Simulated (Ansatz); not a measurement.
# CdSe (Cadmoselite) (P6_3mc) in Ansatz: reference runs

How does CdSe (Cadmoselite) come out in PBE? The cell is run as given and disturbed.

Program: Ansatz 0.2.0. These are calculated values, not measurements. Logs are shortened: lines on timing, memory, paths and dates and some standing lists are left out, and cuts for length are marked.

**The experiment to reproduce.**

From a printed reference work, data compilation, for a bulk crystal of CdSe at 2 K: band gap 1.841 eV.

The runs below are set against these values where they give the same quantity.

## 1. The crystal as given

Symmetry: P6_3mc, No. 186, hexagonal system. The conventional cell has a = 4.300 Å, b = 4.300 Å, c = 7.020 Å, α = 90.00°, β = 90.00°, γ = 120.00°. Cd (site symmetry 3m) is surrounded by 4 Se at 2.61 to 2.70 Å. Se (site symmetry 3m) has 4 Cd at 2.61 to 2.70 Å as nearest neighbours.

## 2. Single point, PBE

File input.yaml:

```yaml
crystal:
  lattice:
    - [4.3, 0.0, 0.0]
    - [-2.15, 3.7239092363, 0.0]
    - [0.0, 0.0, 7.02]
  atoms:
    - { symbol: Cd, position: [0.6666666667, 0.3333333333, 0.5] }
    - { symbol: Cd, position: [0.3333333333, 0.6666666667, 0.0] }
    - { symbol: Se, position: [0.6666666667, 0.3333333333, 0.885] }
    - { symbol: Se, position: [0.3333333333, 0.6666666667, 0.385] }
hamiltonian:
  xc: pbe
  pseudopotentials: { kind: paw }
kpoints:
  mp_grid: { grid: [7, 7, 4] }
scf:
  occupations: { method: fermi_dirac, width: 0.05 }
output:
  forces: true
  stress: true
  eigenvalues: true
```

Potentials or basis: Ansatz PAW.

The run is started by

```console
$ ansatz run input.yaml --threads 2 --pin off --max-ram 5120MiB --backend cpu --events-out ev --progress --plain --runs-dir out
```

Standard output:

```text
Warning: RAYON_NUM_THREADS=2 ignored (pool sized by the plan → 2); use --threads N
Engine: ansatz 0.2.0, x86_64-unknown-linux-gnu
Pseudopotentials: kind: paw
Pseudopotential: Cd, paw, valence charge 20, recommended cutoff 420 eV (normal), Cd.paw.azcp
Pseudopotential: Se, paw, valence charge 16, recommended cutoff 420 eV (normal), Se.paw.azcp
Functional definition: PBE
  parameter kappa = 0.804
  parameter beta = 0.06672455060314922
  exchange = pbe_x(kappa = kappa, mu = beta*pi^2/3)
  correlation = pbe_c(beta = beta)
Crystal: 4 atoms, lattice volume = 112.410 Å³
Basis set: ecut = 420 eV, 2189 PW (Γ), exchange–correlation on 60×60×96 points (8 copies of the dense FFT grid, shifted against one another)
Bands: 44, of which v1, the nominal top of the filled ones, is band 36 counted from 1 (35 counted from 0)
Symmetry: 12 space group operations
Space group: P63mc (ITA 186), of the structure as read, at distance tolerance 4.8e-5 Å
k-points: 24 of 196 (time reversal used)
Non-local potential: Cd, projectors of the file, l = 0: 3, l = 1: 2, l = 2: 2, l = 3: 1
Non-local potential: Se, projectors of the file, l = 0: 2, l = 1: 2, l = 2: 3, l = 3: 1
PAW form: soft (Blöchl's): semilocal exchange-correlation on the pseudo side does not see the compensation charge
PAW one-centre angular grid: Cd, 590 points (default); XC on 64 Gauss nodes
PAW one-centre angular grid: Se, 590 points (default); XC on 64 Gauss nodes
Initial density: superposition of atomic densities (neutral atoms: chi_scale 0, normalization atom), corrected by the library's trained network
Initial wavefunctions: pseudopotential atomic-orbital guess
Functional: x = pbe(κ = 0.804, μ = 0.2195149727645171), c = pbe(β = 0.06672455060314922)
SCF iter   1: F=—  HF=-27449.509514 eV  |F-HF|=—  |Δ(HF+E_count)|=         —  Δρ=8.74e-4  dr2=1.68e-3  ethr=1.77e-3  ⟨swp⟩=6.3  Hψ=3881  notcnv=0  defer=12
preconditioner: auto → Resta (q_TF=auto, 2.533 Å⁻¹)  ε∞=4.0  [insulator: Δε(μ)=0.690 eV  Ē_g=12.156 eV  σ=0.050 eV  W_gap=1.00  n_scr=34 (ndim 8)  ℏωp=21.0 eV  f_vac=0.201  D(μ)=0.00/eV (n_scr^D=0)  ε∞_Penn≈4.0]
SCF iter   2: F=—  HF=-27449.510670 eV  |F-HF|=—  |Δ(HF+E_count)|=   1.16e-3  Δρ=5.03e-4  dr2=5.13e-4  ethr=2.34e-6  ⟨swp⟩=2.0  Hψ=1692  notcnv=0  defer=23
SCF iter   3: F=—  HF=-27449.510715 eV  |F-HF|=—  |Δ(HF+E_count)|=   4.50e-5  Δρ=2.29e-4  dr2=4.26e-5  ethr=7.12e-7  ⟨swp⟩=2.0  Hψ=1418  notcnv=0  defer=7
automatic band count: iteration 3 solves 43 bands in place of 44: the levels show a gap, and the empty bands left out lie too high to hold charge; the band table lists the bands solved (type scf.n_extra_bands for more)
SCF iter   4: F=—  HF=-27449.510763 eV  |F-HF|=—  |Δ(HF+E_count)|=   4.85e-5  Δρ=9.93e-5  dr2=1.16e-5  ethr=5.92e-8  ⟨swp⟩=2.5  Hψ=1774  notcnv=0  defer=7
SCF iter   5: F=—  HF=-27449.510778 eV  |F-HF|=—  |Δ(HF+E_count)|=   1.50e-5  Δρ=3.45e-5  dr2=2.10e-6  ethr=1.61e-8  ⟨swp⟩=2.0  Hψ=1369  notcnv=0  defer=7
SCF iter   6: F=—  HF=-27449.510780 eV  |F-HF|=—  |Δ(HF+E_count)|=   1.89e-6  Δρ=9.87e-6  dr2=1.05e-7  ethr=2.92e-9  ⟨swp⟩=2.0  Hψ=1419  notcnv=0  defer=7
SCF iter   7: F=-27449.510780 eV  HF=-27449.510780 eV  |F-HF|=9.46e-9  |Δ(HF+E_count)|=   2.49e-7  Δρ=4.97e-6  dr2=2.53e-8  ethr=1.39e-10  ⟨swp⟩=7.5  Hψ=4359  notcnv=0
SCF 1 converged in 7 iterations: F = -27449.510780 eV  dr2 = 2.53e-8
SCF converged after 7 iterations
Free energy (F): -27449.510780 eV
Harris-Foulkes:  -27449.510780 eV  (|F-HF|=9.46e-9)
Internal energy: -27449.510765 eV  (E = F + TS)
E sigma→0 (E₀):  -27449.510773 eV
Entropy (-TS):   -0.000015 eV (-0.004 meV/atom)
Fermi energy:    7.861806 eV
--- Per-component energies (eV) ---
  E_band       = -1779.235656
  E_kinetic    = 1248.246233
  E_local      = -12776.457256  (includes V_loc(G=0)·N_el)
  E_nonlocal   = -1124.723768
  E_hartree    = 6078.069661
  E_xc         = -562.480721
  E_vxc        = -640.392411  (∫ρ·V_xc dr)
  E_paw        = -11989.160996  (= ΣΔE_a)
  E_vpaw       = -642.062664  (= ΣTr[D̂ρ^β])
  E_aug_tail   = -0.001150  (compensation charges beyond the density's cutoff)
  E_ewald      = -8323.002769
  E_smearing   = -0.000015  (= −TS)
  E_closure    = -0.000000  (closes the sum)
  Σ components = -27449.510780   (vs F -27449.510780, Δ=0.00e0)
--- Forces (eV/Å), atoms counted from 1 ---
  atom   1  Cd     0.00000000     0.00000000     0.28164955
  atom   2  Cd     0.00000000    -0.00000000     0.28164955
  atom   3  Se     0.00000000     0.00000000    -0.28164253
  atom   4  Se    -0.00000000    -0.00000000    -0.28164253
  max |Σ_I F_I| component: 1.40e-5 eV/Å
--- Stress (GPa, compression-positive) ---
        3.687344       0.000000       0.000000
        0.000000       3.687344       0.000000
        0.000000      -0.000000       1.663183
  P = ⅓ Tr σ = 3.0126 GPa (30.126 kbar)
--- Band table (eV; the first three rows and the last of 24) ---
  k-point 0: bands = ["-94.1409", "-94.1409", "-55.2114", "-55.2111", "-55.2106", "-55.2106", "-55.2105", "-55.2105", "-39.1611", "-39.1611", "-39.1611", "-39.1611", "-39.1504", "-39.1504", "-39.1503", "-39.1503", "-39.1499", "-39.1498", "-5.1154", "-4.7483", "-0.4514", "-0.4514", "-0.3957", "-0.3957", "-0.3883", "-0.0926", "-0.0926", "-0.0283", "-0.0283", "0.2524", "3.2446", "6.7613", "6.7613", "7.4658", "7.4770", "7.4770", "8.1796", "9.5998", "13.3661", "13.3661", "13.6205", "14.4760", "14.4760"]
  k-point 1: bands = ["-94.1409", "-94.1409", "-55.2114", "-55.2112", "-55.2106", "-55.2106", "-55.2105", "-55.2105", "-39.1611", "-39.1611", "-39.1611", "-39.1611", "-39.1504", "-39.1504", "-39.1503", "-39.1503", "-39.1499", "-39.1498", "-5.0613", "-4.8013", "-0.4453", "-0.4453", "-0.4059", "-0.4059", "-0.3469", "-0.0815", "-0.0815", "-0.0359", "-0.0359", "0.0732", "3.7509", "6.3092", "6.8590", "6.8590", "7.3644", "7.3644", "9.2050", "9.7037", "13.1748", "13.4481", "13.4481", "14.2018", "14.2018"]
  k-point 2: bands = ["-94.1409", "-94.1409", "-55.2113", "-55.2113", "-55.2105", "-55.2105", "-55.2105", "-55.2105", "-39.1611", "-39.1611", "-39.1611", "-39.1611", "-39.1504", "-39.1504", "-39.1504", "-39.1504", "-39.1498", "-39.1498", "-4.9307", "-4.9307", "-0.4276", "-0.4276", "-0.4276", "-0.4276", "-0.1963", "-0.1963", "-0.0570", "-0.0570", "-0.0570", "-0.0570", "4.9144", "4.9144", "7.1043", "7.1043", "7.1043", "7.1043", "9.8165", "9.8165", "13.2979", "13.2979", "13.7409", "13.7409", "13.7409"]
  k-point 23: bands = ["-94.1409", "-94.1409", "-55.2113", "-55.2113", "-55.2107", "-55.2107", "-55.2107", "-55.2107", "-39.1611", "-39.1611", "-39.1611", "-39.1611", "-39.1504", "-39.1504", "-39.1503", "-39.1503", "-39.1498", "-39.1498", "-4.6511", "-4.6511", "-0.2811", "-0.2811", "-0.2622", "-0.2622", "-0.1130", "-0.1130", "-0.0676", "-0.0676", "0.3306", "0.3306", "3.3874", "3.3874", "5.1404", "5.1404", "6.3935", "6.3935", "11.2526", "11.2526", "13.2410", "13.2410", "13.7783", "13.7783", "15.5503"]
```

It took 4.4 s on 2 threads of Intel Xeon Platinum 8259CL at 2.50GHz (Skylake/Cascade Lake), shared host; peak memory 0.45 GiB.

What came out:

```yaml
Free_energy: -27449.5108 eV
Pressure: 3.0 GPa
Largest_force: 0.282 eV/Å
Band_gap_on_the_k_mesh: 0.70 eV, direct
```

Forces on the atoms (eV/Å):
```
Cd   0.000  0.000  0.282
Cd   0.000  0.000  0.282
Se   0.000  0.000 -0.282
Se   0.000  0.000 -0.282
```

Caveat: odd divisions of the mesh miss points on the zone boundary, where band edges often lie, so the gap on the mesh can be too wide.

## 3. Single point, PBE (atoms moved at random, drawn with an rms of 0.05 Å)

File input.yaml:

```yaml
crystal:
  lattice:
    - [4.3, 0.0, 0.0]
    - [-2.15, 3.7239092363, 0.0]
    - [0.0, 0.0, 7.02]
  atoms:
    - { symbol: Cd, position: [0.667276, 0.331414, 0.500145] }
    - { symbol: Cd, position: [0.339084, 0.679925, 0.000467] }
    - { symbol: Se, position: [0.674133, 0.327455, 0.879915] }
    - { symbol: Se, position: [0.327276, 0.662299, 0.3841] }
hamiltonian:
  xc: pbe
  pseudopotentials: { kind: paw }
kpoints:
  mp_grid: { grid: [7, 7, 4] }
scf:
  occupations: { method: fermi_dirac, width: 0.05 }
output:
  forces: true
  stress: true
  eigenvalues: true
```

Potentials or basis: Ansatz PAW.

The run is started by

```console
$ ansatz run input.yaml --threads 2 --pin off --max-ram 5120MiB --backend cpu --events-out ev --progress --plain --runs-dir out
```

It took 17 s on 2 threads of Intel Xeon Platinum 8259CL at 2.50GHz (Skylake/Cascade Lake), shared host; peak memory 0.65 GiB.

It converged, with:

```yaml
Free_energy: -27449.4979 eV
Pressure: 3.1 GPa
Largest_force: 0.517 eV/Å
Band_gap_on_the_k_mesh: 0.67 eV, direct
```

Forces on the atoms (eV/Å):
```
Cd  -0.133 -0.063  0.171
Cd   0.204 -0.404  0.250
Se  -0.231  0.408 -0.101
Se   0.160  0.059 -0.319
```

Stress tensor (GPa, compression positive):
```
 2.97  0.70  0.08
 0.70  4.10 -0.50
 0.08 -0.50  2.10
```

Levels at points of the mesh, in eV from the valence-band top:
```csv
k point,band 33,band 34,band 35,band 36,band 37,band 38,band 39,band 40
"(0.00, 0.00, 0.00)",-0.69,-0.05,-0.03,0.00,0.67,2.14,5.82,5.91
"(0.00, 0.00, -0.50)",-0.48,-0.43,-0.38,-0.31,2.31,2.36,5.72,5.89
```

Caveat: odd divisions of the mesh miss points on the zone boundary, where band edges often lie, so the gap on the mesh can be too wide.

## 4. How close it comes

Step 2. A measured gap of CdSe is 1.841 eV (2 K; a printed reference work, data compilation); the calculated 0.70 eV misses it by -1.14 eV. So large a miss can be the level of theory's own, or it may mean another phase, state or a wrong row. Spin-orbit coupling on Cd, Se is left out. The value is that of PBE, without temperature or zero-point motion. Semilocal functionals fall short of measured gaps as a rule.
